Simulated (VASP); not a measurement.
Runs of VASP 6.6.1 on KI. Symmetry: Fm-3m, No. 225, cubic system. Conventional cell: a = 7.066 Å, b = 7.066 Å, c = 7.066 Å, α = 90.00°, β = 90.00°, γ = 90.00°. I (site symmetry m-3m) has 6 K at 3.53 Å as nearest neighbours. K (site symmetry m-3m) is surrounded by 6 I at 3.53 Å. 

| level | potentials or basis | gap on the mesh (eV) | pressure (GPa) | relaxed volume (Å³/atom) |
| --- | --- | --- | --- | --- |
| vdW-DF-cx | VASP PAW PBE potentials, release 64 (I, K_sv) | 4.02 | 0.0 | - |
| revPBE | VASP PAW PBE potentials, release 64 (I, K_sv) | 3.94 | 0.0 | 50.50 |
| SCAN | VASP PAW PBE potentials, release 64 (I, K_sv) | 4.55 | 0.0 | 44.05 |
| rev-vdW-DF2 | VASP PAW PBE potentials, release 64 (I, K_sv) | 3.83 | 0.0 | 43.49 |
| PBEsol | VASP PAW PBE potentials, release 64 (I, K_sv) | 3.86 | 0.0 | (d) |
| r2SCAN | VASP PAW PBE potentials, release 64 (I, K_sv) | (b) | 0.0 | (a) |
| optB88-vdW | VASP PAW PBE potentials, release 64 (I, K_sv) | 3.91 | 0.0 | 43.33 |
| PW91 | VASP PAW PBE potentials, release 64 (I, K_sv) | 3.87 | 0.0 | 46.37 |
| LDA | VASP PAW LDA potentials, release 64 (I, K_sv) | 3.87 | 0.0 | 39.78 |
| BLYP | VASP PAW PBE potentials, release 64 (I, K_sv) | (c) | 0.0 | 49.45 |
| RPBE | VASP PAW PBE potentials, release 64 (I, K_sv) | 3.94 | 0.0 | 51.19 |
| AM05 | VASP PAW PBE potentials, release 64 (I, K_sv) | 3.94 | 0.0 | 45.82 |

Alike in all rows: task relaxation of cell and atoms; no spin polarisation; cell relaxed; k mesh 7 × 7 × 7; cutoff (eV) 600; smearing fermi-dirac 0.05 eV.

Task: Fill in the values left out.

Result: (a) 44.65; (b) 4.58; (c) 3.73; (d) 43.16.

Caveats: spin-orbit coupling is left out, which moves the levels of the heavy elements; the PAW data sets were made with another functional, which shifts forces and pressure a little (some runs); an odd mesh through Γ misses points on the zone boundary, where band edges often lie (some runs); the relaxation stopped at its first step, so nothing moved (some runs); the volume moved by over 15 % at a fixed basis, so the end points are rough (some runs).

A k mesh can miss the band edges, and the runs leave out spin-orbit coupling on I.

Runs at the PBE level aren't shown here.
